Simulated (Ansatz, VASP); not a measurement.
**In3As in VASP and in Ansatz**

File INCAR:

```
SYSTEM = In3As
PREC = Accurate ; ENCUT = 520
EDIFF = 1E-7 ; ISMEAR = -1
SIGMA = 0.05 ; LREAL = .False.
LASPH = .True. ; NELM = 80
ALGO = Normal ; ISIF = 2
LWAVE = .False. ; LCHARG = .False.
GGA = PE ; NBANDS = 30
```

Contents of KPOINTS:

```
regular mesh
0
Gamma
  6 6 6
  0 0 0
```

Contents of POSCAR:

```
In3As
1.0
    4.6716810000      0.0000000000      0.0000000000
    0.0000000000      4.6716810000      0.0000000000
    0.0000000000      0.0000000000      4.6716810000
In As
3 1
Direct
    0.5000000000      0.5000000000      0.0000000000
    0.5000000000      0.0000000000      0.5000000000
    0.0000000000      0.5000000000      0.5000000000
    0.0000000000      0.0000000000      0.0000000000
```

Contents of input.yaml:

```yaml
crystal:
  lattice:
    - [4.671681, 0.0, 0.0]
    - [0.0, 4.671681, 0.0]
    - [0.0, 0.0, 4.671681]
  atoms:
    - { symbol: In, position: [0.5, 0.5, 0.0] }
    - { symbol: In, position: [0.5, 0.0, 0.5] }
    - { symbol: In, position: [0.0, 0.5, 0.5] }
    - { symbol: As, position: [0.0, 0.0, 0.0] }
hamiltonian:
  xc: pbe
  pseudopotentials: { kind: paw }
kpoints:
  mp_grid: { grid: [6, 6, 6] }
scf:
  occupations: { method: fermi_dirac, width: 0.05 }
output:
  forces: true
  stress: true
  eigenvalues: true
```

The cell comes from a database or a generator and needn't be the stable form of this composition.

Alike in both runs: task single point; functional PBE; k mesh 6 × 6 × 6; occupations fermi-dirac, width 0.05 eV; no spin polarisation.

|  | VASP | Ansatz |
| --- | --- | --- |
| version | VASP 6.6.1 | Ansatz 0.2.0 |
| potentials or method | VASP PAW PBE potentials, release 64 (In_d, As) | Ansatz PAW |
| plane-wave cutoff (eV) | 520 | 420 |
| valence electrons in the cell | 44 | 54 |

```tsv
	VASP	Ansatz	Ansatz less VASP
gap on the k mesh at the Fermi level (eV)	none	none	-
pressure (GPa)	0.6	0.6	+0.02
```

A gap of «none» marks a metal or a gap that the smearing closes. The two sets of potentials don't hold the same shells in valence.
